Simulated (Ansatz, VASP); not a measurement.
# CuI2 in VASP and in Ansatz

Contents of INCAR:

```
PREC = Accurate
ENCUT = 520
EDIFF = 1E-6
ISMEAR = 0
SIGMA = 0.05
LREAL = F
LASPH = T
NELM = 60
ALGO = Fast
ISIF = 2
LWAVE = F
LCHARG = F
ISPIN = 2
MAGMOM = 0.6 -0.6 0 0 0 0
LORBIT = 11
LMAXMIX = 4
LDAU = T
LDAUTYPE = 2
LDAUL = 2 -1
LDAUU = 3 0
LDAUJ = 0 0
LDAUPRINT = 1
NBANDS = 38
```

The input KPOINTS:

```
Automatic mesh
0
Gamma
  5 5 5
```

The input POSCAR:

```
CuI2
1.0
    3.5112550600      3.5112550600      7.0225101200
    3.5112550600     -3.5112550600      0.0000000000
    3.5112550600      3.5112550600      0.0000000000
Cu I
2 4
Direct
    0.0000000000      0.0000000000      0.0000000000
    0.5000000000      0.5000000000      0.0000000000
    0.2500000000      0.0000000000      0.2500000000
    0.7500000000      0.5000000000      0.2500000000
    0.7500000000      0.0000000000      0.7500000000
    0.2500000000      0.5000000000      0.7500000000
```

Contents of input.yaml:

```yaml
crystal:
  lattice:
    - [3.51125506, 3.51125506, 7.02251012]
    - [3.51125506, -3.51125506, 0.0]
    - [3.51125506, 3.51125506, 0.0]
  atoms:
    - { symbol: Cu, position: [0.0, 0.0, 0.0], spin: 0.6 }
    - { symbol: Cu, position: [0.5, 0.5, 0.0], spin: -0.6 }
    - { symbol: I, position: [0.25, 0.0, 0.25] }
    - { symbol: I, position: [0.75, 0.5, 0.25] }
    - { symbol: I, position: [0.75, 0.0, 0.75] }
    - { symbol: I, position: [0.25, 0.5, 0.75] }
hamiltonian:
  xc: lda
  pseudopotentials: { kind: paw }
  hubbard: { sites: [{ species: Cu, l: d, u_eff: 3.0 }] }
magnetization:
  spin_polarized: true
kpoints:
  mp_grid: { grid: [5, 5, 5] }
scf:
  occupations: { method: gaussian, width: 0.05 }
output:
  forces: true
  stress: true
  eigenvalues: true
```

The cell comes from a database or a generator and needn't be the stable form of this composition.

Alike in both runs: task single point; functional LDA; k mesh 5 × 5 × 5; occupations gaussian, width 0.05 eV; collinear spin, antiferromagnetic start; Hubbard terms Cu d U = 3 eV.

|  | VASP | Ansatz |
| --- | --- | --- |
| version | VASP 6.6.1 | Ansatz 0.2.0 |
| potentials or method | VASP PAW LDA potentials, release 64 (Cu, I) | Ansatz PAW |
| plane-wave cutoff (eV) | 520 | 420 |
| valence electrons in the cell | 50 | 106 |

```csv
,VASP,Ansatz,Ansatz less VASP
gap on the k mesh at the Fermi level (eV),none,none,-
pressure (GPa),-1.8,-1.8,0.00
largest component of the traceless stress (GPa),0.06,0.02,-0.033
net moment per atom (μB),0.00,0.00,0.000
```

The programs project onto different local orbitals, so the same U acts differently. A gap of «none» marks a metal or a gap that the smearing closes. The two sets of potentials don't hold the same shells in valence.

Caveats: the magnetic or orbital state may not be the lowest (Ansatz); the PAW data sets come from PBE, with cores solved anew for the run's functional, which leaves a small shift of forces and pressure (Ansatz); the starting moments weren't kept (Ansatz). The runs have no spin-orbit coupling, so splittings on I are missing. The state reached can hang on the start; a lower one may exist.
